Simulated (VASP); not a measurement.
TiTe2: density of states with PBE+D3(BJ)

TiTe2:

```
CELL_PARAMETERS angstrom
3.69628 0.00000 0.00000
-1.84814 3.20108 0.00000
0.00000 0.00000 6.38283
ATOMIC_POSITIONS crystal
Ti 0.00000 0.00000 0.00000
Te 0.66667 0.33333 0.27118
Te 0.33333 0.66667 0.72882
```

```yaml
Program: VASP 6.6.1
Task: density of states
Functional: PBE
Dispersion: D3(BJ)
Potentials_or_basis: VASP PAW PBE potentials, release 64 (Ti_sv, Te)
Cutoff: 520 eV
k_mesh: 15 × 15 × 8
Occupations: gaussian, width 0.1 eV
Spin: no spin polarisation
Dipole_correction: no
k_mesh_for_the_DOS: 23 × 23 × 12
Occupations_for_the_DOS: tetrahedron
Further_INCAR_settings: ALGO = Fast; EDIFF = 1e-07; NBANDS = 19
```

| Quantity | Value |
| --- | --- |
| Valence electrons inside the program's atomic spheres | Ti 10.20; Te 3.43 |
| Dispersion energy per atom | -0.523 eV |

Levels at points of the mesh, in eV from the Fermi level:
| k point | band 9 | band 10 | band 11 | band 12 | band 13 | band 14 | band 15 | band 16 |
| --- | --- | --- | --- | --- | --- | --- | --- | --- |
| (0.00, 0.00, 0.00) | -1.63 | 0.22 | 0.42 | 0.42 | 0.69 | 1.25 | 1.25 | 3.07 |
| (0.00, 0.00, 0.50) | -1.54 | -1.54 | 0.41 | 0.41 | 0.83 | 0.83 | 1.07 | 3.64 |

States per cell in windows of 1 eV (zero at the Fermi level; states under -8 eV left out):
| from (eV) | total | Ti1_d | Te2_p | Te3_p | Ti1_s | Te2_d | Te3_d |
| --- | --- | --- | --- | --- | --- | --- | --- |
| -8.0 | 0.00 | 0.00 | 0.00 | 0.00 | 0.00 | 0.00 | 0.00 |
| -7.0 | 0.00 | 0.00 | 0.00 | 0.00 | 0.00 | 0.00 | 0.00 |
| -6.0 | 0.37 | 0.02 | 0.06 | 0.06 | 0.02 | 0.00 | 0.00 |
| -5.0 | 2.40 | 0.12 | 0.39 | 0.39 | 0.06 | 0.00 | 0.00 |
| -4.0 | 1.57 | 0.11 | 0.26 | 0.26 | 0.03 | 0.00 | 0.00 |
| -3.0 | 3.13 | 0.51 | 0.52 | 0.52 | 0.02 | 0.01 | 0.01 |
| -2.0 | 3.47 | 0.80 | 0.59 | 0.59 | 0.01 | 0.02 | 0.02 |
| -1.0 | 1.28 | 0.37 | 0.19 | 0.19 | 0.00 | 0.01 | 0.01 |
| 0.0 | 1.94 | 1.18 | 0.10 | 0.10 | 0.01 | 0.01 | 0.01 |
| 1.0 | 4.43 | 3.09 | 0.24 | 0.24 | 0.02 | 0.01 | 0.01 |
| 2.0 | 2.72 | 1.50 | 0.19 | 0.19 | 0.02 | 0.04 | 0.04 |
| 3.0 | 1.33 | 0.69 | 0.14 | 0.14 | 0.01 | 0.01 | 0.01 |
| 4.0 | 0.64 | 0.05 | 0.02 | 0.02 | 0.05 | 0.04 | 0.04 |
| 5.0 | 1.58 | 0.12 | 0.05 | 0.05 | 0.09 | 0.10 | 0.10 |
| 6.0 | 1.48 | 0.11 | 0.05 | 0.05 | 0.05 | 0.10 | 0.10 |
| 7.0 | 0.29 | 0.02 | 0.01 | 0.01 | 0.01 | 0.02 | 0.02 |

It took 11 min on 1 thread of Intel(R) Xeon(R) 6975P-C (Granite Rapids), on a shared host, peak memory 0.88 GiB.

 Spin-orbit coupling is left out, which matters for the levels of Te.
